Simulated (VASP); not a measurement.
SnO2: single point with PBEsol

SnO2:

```
Sn O
1.0
     4.76844    0.00000    0.00000
     0.00000    4.76844    0.00000
     0.00000    0.00000    3.21240
Sn O
2 4
Direct
  0.50000 0.50000 0.50000
  0.00000 0.00000 0.00000
  0.19375 0.80625 0.50000
  0.80625 0.19375 0.50000
  0.30625 0.30625 0.00000
  0.69375 0.69375 0.00000
```

The cell is a database's computed one.

The cell isn't the ideal one: the same crystal in its conventional cell.

- Program: VASP 6.6.1
- Task: single point
- Functional: PBEsol
- Potentials or basis: VASP PAW PBE potentials, release 64 (Sn_d, O)
- Cutoff: 520 eV
- k mesh: 6 × 6 × 8
- Occupations: gaussian, width 0.02 eV
- Spin: no spin polarisation
- Dipole correction: no
- Further INCAR settings: ALGO = Fast; EDIFF = 1e-06; NBANDS = 35

```json
{
  "Pressure": "0.7 GPa",
  "Largest force": "0.012 eV/Å",
  "Band gap on the k mesh": "0.91 eV, direct"
}
```

Forces in eV/Å, atoms in the order of the input:
```
Sn   0.000  0.000  0.000
Sn   0.000  0.000  0.000
O    0.008 -0.008  0.000
O   -0.008  0.008  0.000
O   -0.008 -0.008  0.000
O    0.008  0.008  0.000
```

Stress tensor (GPa, compression positive):
```
0.60 0.00 0.00
0.00 0.60 0.00
0.00 0.00 0.86
```

Levels at points of the mesh, in eV from the valence-band top:
```csv
k point,band 23,band 24,band 25,band 26,band 27,band 28,band 29,band 30
"(0.00, 0.00, 0.00)",-1.27,-0.78,-0.78,0.00,0.91,5.85,6.03,6.03
"(0.50, 0.00, 0.00)",-1.22,-1.22,-0.63,-0.63,4.13,4.13,6.80,6.80
"(0.50, 0.50, 0.00)",-1.35,-1.35,-0.89,-0.89,4.53,4.53,7.23,7.23
"(0.00, 0.00, 0.50)",-1.65,-1.65,-1.25,-1.25,5.87,5.87,9.43,9.43
"(0.50, 0.00, 0.50)",-1.09,-1.09,-0.73,-0.73,6.15,6.15,7.73,7.73
"(0.50, 0.50, 0.50)",-0.96,-0.96,-0.82,-0.82,4.55,4.55,8.61,8.61
```

Wall time 88 s on 1 thread of AMD EPYC 9R45 96-Core Processor (Zen 5) (shared host), peak memory 0.21 GiB.

Caveat: the PAW data sets were made with another functional, which shifts forces and pressure a little; spin-orbit coupling is left out, which moves the levels of the heavy elements.
